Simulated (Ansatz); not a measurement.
# W in Ansatz: the effect of target pressure

The system is W.

```xyz
1
Lattice="0.0000 2.0300 2.0300 2.0300 0.0000 2.0300 2.0300 2.0300 0.0000" Properties=species:S:1:pos:R:3 pbc="T T T"
W     0.0000    0.0000    0.0000
```

This isn't the form of W at room conditions, which is bcc.

Alike in all runs:

* Program: Ansatz 0.2.0
* Task: relaxation of cell and atoms
* Functional: PBEsol
* Potentials or basis: Ansatz PAW
* Cutoff: 420 eV (not typed: the program's choice for these potentials)
* k mesh: 11 × 11 × 11
* Occupations: fermi-dirac, width 0.05 eV
* Spin: no spin polarisation

Each run relaxes the cell or the atoms first.

```csv
target pressure,relaxed volume (Å³/atom)
0 GPa,16.00
2 GPa,15.90
5 GPa,15.75
10 GPa,15.52
20 GPa,15.11
30 GPa,?
```

Problem. What does the run with target pressure 30 GPa give?

Solution. Relaxed volume 14.74 Å³/atom.

Worked out: In Murnaghan's law V^(-B') rises as a straight line in P. The other rows fit best with B' = 4.7, V0 = 16.00 Å³/atom and B0 = 304 GPa, which gives 14.76 Å³/atom at 30 GPa, against the run's 14.74.

Caveats: the plane-wave basis is chosen anew once the cell has moved, so the energies of steps on either side of that aren't comparable; the PAW data sets come from PBE, with cores solved anew for the run's functional, which leaves a small shift of forces and pressure.
